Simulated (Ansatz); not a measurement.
# Thickness series of a Zn/BN/Cu junction, part 6 of 6

How fast does the current through Zn/BN/Cu fall with each added layer? The lower electrode is Zn hcp(0001), the upper one Cu fcc(111); the barrier is BN zinc blende(111) (whole bilayers). In the first transport cell, after relaxation, the nearest pair of electrode and barrier is Zn–N at 2.61 Å, at a slant, too long for a bond, at the lower face and Cu–B at 2.49 Å, at a slant, at the upper one. A gap without bonds adds to the barrier. All share a net of side 2.613 Å, which strains the lower electrode by -1.8 %, the upper one by +1.8 % and the barrier by +1.8 %, against typed lattice constants near PBE's. The first steps treat the bulk electrodes alone.

Ansatz 0.2.0; PBE DFT, plane waves, PAW files (the session's first sound run).

So far, transmission at the Fermi level (a spin, zone mean): step 5 (T(E) of the junction) 0.0272; step 6 (23 atoms, atomic planes in the barrier 4, gap between the …) 0.156; step 7 (25 atoms, atomic planes in the barrier 6, gap between the …) 0.0681; step 10 (31 atoms, atomic planes in the barrier 12, gap between the …) 0.00283.

### Step 14. The same cell, other settings, 23 atoms

This step: PBE DFT, plane waves, PAW files; ballistic transmission by layer matching between semi-infinite leads; changed: total_charge = 1 (Ansatz 0.2.0).

System of this step: Zn/BN/Cu. The cell holds 23 atoms: 11 Zn, 2 N, 2 B and 8 Cu. Cell: a = 2.613 Å, b = 2.613 Å, c = 60.920 Å, α = 90.0°, β = 90.0°, γ = 120.0°. Regions: left electrode, 11 atoms (11 Zn); barrier, 4 atoms (2 N and 2 B); right electrode, 8 atoms (8 Cu). Vacuum lies along c. The cell carries charge +1.

This run repeats an earlier one, its twin (the conductance run, 4 atomic planes between the electrodes), with one setting changed (total_charge; files written aside). It is meant to test what a charged cell does. Where the input is shown as a difference, that is against the step before, not the twin.

File input.yaml:

```yaml
crystal:
  lattice:
    - [2.613, 0.0, 0.0]
    - [-1.3065, 2.2629243801, 0.0]
    - [0.0, 0.0, 60.9195583795]
  atoms:
    - { symbol: Zn, position: [0.0, 0.0, 0.1149056261] }
    - { symbol: Zn, position: [0.33333333, 0.66666667, 0.1571145326] }
    - { symbol: Zn, position: [0.0, 0.0, 0.1993234391] }
    - { symbol: Zn, position: [0.33333333, 0.66666667, 0.2415323456] }
    - { symbol: Zn, position: [0.0, 0.0, 0.283741252] }
    - { symbol: Zn, position: [0.33333333, 0.66666667, 0.3259501585] }
    - { symbol: Zn, position: [0.0, 0.0, 0.368159065] }
    - { symbol: Zn, position: [0.33333333, 0.66666667, 0.4103679714] }
    - { symbol: Zn, position: [0.0, 0.0, 0.4525768779] }
    - { symbol: Zn, position: [0.33333333, 0.66666667, 0.4947857844] }
    - { symbol: Zn, position: [0.0, 0.0, 0.5372226835] }
    - { symbol: "N", position: [0.33333333, 0.66666667, 0.5722443138] }
    - { symbol: B, position: [0.66666667, 0.33333333, 0.579429517] }
    - { symbol: "N", position: [0.66666667, 0.33333333, 0.6063359618] }
    - { symbol: B, position: [0.0, 0.0, 0.6144997874] }
    - { symbol: Cu, position: [0.33333333, 0.66666667, 0.6469824525] }
    - { symbol: Cu, position: [0.66666667, 0.33333333, 0.6814170429] }
    - { symbol: Cu, position: [0.0, 0.0, 0.7153632647] }
    - { symbol: Cu, position: [0.33333333, 0.66666667, 0.7493094865] }
    - { symbol: Cu, position: [0.66666667, 0.33333333, 0.7832557084] }
    - { symbol: Cu, position: [0.0, 0.0, 0.8172019302] }
    - { symbol: Cu, position: [0.33333333, 0.66666667, 0.851148152] }
    - { symbol: Cu, position: [0.66666667, 0.33333333, 0.8850943739] }
kpoints:
  mp_grid: { grid: [12, 12, 1] }
scf:
  occupations: { method: fermi_dirac, width: 0.1 }
  max_iter: 150
hamiltonian:
  xc: pbe
output:
  transmission:
    kmesh: [36, 36]
    e_range: [-0.26, 0.27]
    de: 0.0375
    leads: [[4, 6], [19, 20]]
total_charge: 1
```

Started as:

```
> ansatz run input.yaml --threads 4 --pin off --max-ram 10240MiB --backend cpu --events-out ev --progress --plain --runs-dir out
```

Numbers of over 12 decimals in the logs are rounded to 6 here.

The program printed:

```text
Engine: ansatz 0.2.0, aarch64-unknown-linux-gnu
Pseudopotentials: kind: paw
Pseudopotential: Zn, paw, valence charge 12, recommended cutoff 420 eV (normal), Zn.paw.azcp
Pseudopotential: N, paw, valence charge 5, recommended cutoff 420 eV (normal), N.paw.azcp
Pseudopotential: B, paw, valence charge 3, recommended cutoff 420 eV (normal), B.paw.azcp
Pseudopotential: Cu, paw, valence charge 19, recommended cutoff 420 eV (normal), Cu.paw.azcp
Functional definition: PBE
  parameter kappa = 0.804
  parameter beta = 0.066725
  exchange = pbe_x(kappa = kappa, mu = beta*pi^2/3)
  correlation = pbe_c(beta = beta)
Crystal: 23 atoms, lattice volume = 360.219 Å³
Basis set: ecut = 420 eV, 7205 PW (Γ)
Bands: 180, of which v1, the nominal top of the filled ones, is band 150 counted from 1 (149 counted from 0)
Symmetry: 6 space group operations
Space group: P3m1 (ITA 156), of the structure as read, at distance tolerance 7.1e-5 Å
k-points: 19 of 144 (time reversal used)
Non-local potential: Zn, projectors of the file, l = 0: 2, l = 1: 2, l = 2: 3, l = 3: 1
Non-local potential: N, projectors of the file, l = 0: 2, l = 1: 2, l = 2: 1
Non-local potential: B, projectors of the file, l = 0: 2, l = 1: 2, l = 2: 1
Non-local potential: Cu, projectors of the file, l = 0: 3, l = 1: 2, l = 2: 3, l = 3: 1
PAW form: soft (Blöchl's): semilocal exchange-correlation on the pseudo side does not see the compensation charge
PAW one-centre angular grid: Zn, 590 points (default); XC on 64 Gauss nodes
PAW one-centre angular grid: N, 110 points (default); XC on 64 Gauss nodes
PAW one-centre angular grid: B, 110 points (default); XC on 64 Gauss nodes
PAW one-centre angular grid: Cu, 590 points (default); XC on 64 Gauss nodes
Initial density: superposition of atomic densities (neutral atoms scaled as one to the charged cell's electrons: chi_scale 0, normalization atom), corrected by the library's trained network
Initial wavefunctions: pseudopotential atomic-orbital guess
Functional: x = pbe(κ = 0.804, μ = 0.219515), c = pbe(β = 0.066725)
SCF iter   1: F=—  HF=-92015.928699 eV  |F-HF|=—  |Δ(HF+E_count)|=         —  Δρ=1.49e0  dr2=7.89e5  ethr=1.77e-3  ⟨swp⟩=62.2  Hψ=63969  notcnv=0  defer=128
preconditioner: auto → LDOS  [metal: Δε(μ)=0.045 eV  Ē_g=17.847 eV  σ=0.100 eV  W_gap=0.11  n_scr=50 (ndim 8)  ℏωp=29.9 eV  f_vac=0.184  D(μ)=6.01/eV (n_scr^D=32)  β→1.0]
SCF iter   2: F=—  HF=-2074604.386279 eV  |F-HF|=—  |Δ(HF+E_count)|=    1.98e6  Δρ=5.03e0  dr2=9.31e6  ethr=1.77e-3  ⟨swp⟩=46.0  Hψ=243712  notcnv=2904  defer=516  recentre
SCF iter   3: F=—  HF=-330967.792651 eV  |F-HF|=—  |Δ(HF+E_count)|=    1.74e6  Δρ=3.66e0  dr2=6.48e6  ethr=1.77e-3  ⟨swp⟩=46.0  Hψ=162837  notcnv=2841  defer=577
SCF iter   4: F=—  HF=-142646.501422 eV  |F-HF|=—  |Δ(HF+E_count)|=    1.88e5  Δρ=3.39e0  dr2=5.44e6  ethr=1.77e-3  ⟨swp⟩=46.0  Hψ=201481  notcnv=418  defer=565
SCF iter   5: F=—  HF=-267426.023678 eV  |F-HF|=—  |Δ(HF+E_count)|=    1.25e5  Δρ=3.68e0  dr2=5.71e6  ethr=1.77e-3  ⟨swp⟩=46.0  Hψ=172953  notcnv=2535  defer=547
SCF iter   6: F=—  HF=-274779.706800 eV  |F-HF|=—  |Δ(HF+E_count)|=    7.35e3  Δρ=3.82e0  dr2=6.28e6  ethr=1.77e-3  ⟨swp⟩=46.0  Hψ=130242  notcnv=2141  defer=574
SCF iter   7: F=—  HF=-248368.380828 eV  |F-HF|=—  |Δ(HF+E_count)|=    2.64e4  Δρ=3.92e0  dr2=6.39e6  ethr=1.77e-3  ⟨swp⟩=46.0  Hψ=128889  notcnv=2011  defer=577
WARN: SCF iteration 7: the Harris–Foulkes energy stands at -2.4837e5 eV, against -92015.9287 eV at iteration 1 (that of least residual so far), and has stood under the runaway watch's bar for 3 iterations running; the SCF is not ended for it (`scf.max_iter` in the input reference has the rule and what to try)
SCF iter   8: F=—  HF=-274572.531648 eV  |F-HF|=—  |Δ(HF+E_count)|=    2.62e4  Δρ=4.00e0  dr2=6.47e6  ethr=1.77e-3  ⟨swp⟩=46.0  Hψ=113157  notcnv=1692  defer=575
SCF iter   9: F=—  HF=-356040.918610 eV  |F-HF|=—  |Δ(HF+E_count)|=    8.15e4  Δρ=4.21e0  dr2=6.77e6  ethr=1.77e-3  ⟨swp⟩=46.0  Hψ=151178  notcnv=2432  defer=569
SCF iter  10: F=—  HF=-303843.266578 eV  |F-HF|=—  |Δ(HF+E_count)|=    5.22e4  Δρ=3.61e0  dr2=3.17e6  ethr=1.77e-3  ⟨swp⟩=46.0  Hψ=178014  notcnv=2471  defer=581
[...]
SCF iter  65: F=—  HF=-90601.009493 eV  |F-HF|=—  |Δ(HF+E_count)|=   2.69e-4  Δρ=2.98e-5  dr2=1.05e-5  ethr=2.55e-8  ⟨swp⟩=2.2  Hψ=4319  notcnv=0  defer=289
SCF iter  66: F=—  HF=-90601.009496 eV  |F-HF|=—  |Δ(HF+E_count)|=   2.54e-6  Δρ=2.96e-5  dr2=5.65e-6  ethr=3.50e-9  ⟨swp⟩=2.6  Hψ=5196  notcnv=0  defer=289
SCF iter  67: F=—  HF=-90601.009496 eV  |F-HF|=—  |Δ(HF+E_count)|=   1.79e-8  Δρ=5.27e-6  dr2=3.64e-7  ethr=1.89e-9  ⟨swp⟩=2.3  Hψ=4447  notcnv=0  defer=289
SCF iter  68: F=—  HF=-90601.009496 eV  |F-HF|=—  |Δ(HF+E_count)|=   7.40e-8  Δρ=4.22e-6  dr2=2.26e-7  ethr=1.22e-10  ⟨swp⟩=2.6  Hψ=5368  notcnv=0  defer=289
SCF iter  69: F=-90601.009496 eV  HF=-90601.009496 eV  |F-HF|=3.85e-8  |Δ(HF+E_count)|=   1.62e-8  Δρ=2.28e-6  dr2=4.24e-8  ethr=3.34e-11  ⟨swp⟩=23.7  Hψ=24771  notcnv=0
SCF 1 converged in 69 iterations: F = -90601.009496 eV  dr2 = 4.24e-8
[...]
transmission: 550 of 5461 steps passed
transmission: 1093 of 5461 steps passed
[...]
transmission: 5461 of 5461 steps passed
```

It took 45 min on 4 threads of Arm Neoverse V2, shared host; peak memory 7.9 GiB.

The run was cut off at the time limit after its SCF cycle had converged; no result of it is taken.

### Step 15. Results

```
1/G at 6.69 Å gap : 0.00482 Ω um²
1/G at 15.1 Å gap : 0.192 Ω um²
decay constant β  : 0.44 Å⁻¹
```

What this shows: A fit of ln G against d gives β = 0.44 Å⁻¹, and step by step the slopes are 0.38, 0.42, 0.47 and 0.48 Å⁻¹. They differ by more than a fifth, so the fit is an average; how much of this is a real bend and how much error of the runs wasn't traced. A transmission of 0.027 across 11 Å is too high for tunnelling deep in a gap, so the spacer works as a low barrier at best. The program's largest error estimate on these conductances is 100 %, from the leads' potential steps, in the run that gave 5.2e12 S/m², so that value may be off by a large factor, and what is derived from it shares the doubt. In 5 of these 5 runs a lead's potential steps by more than 25 meV, which the program flags as too much. No spin-orbit coupling, phonons, disorder or image charges enter; the interfaces are ordered, one cell wide and lattice-matched by strain. Semilocal gaps are too small, which can bring a band edge of the barrier nearer to the Fermi level than it is.

[Logs are printed without paths, hosts, clocks, repeated set-up lines and the standing remarks that a program may print on its own settings, such as how far it seeks lower states.]

[Hosts, paths, dates, database ids (printed as entryN), source tags and the programs' standing remarks are cut or masked in the printed files.]
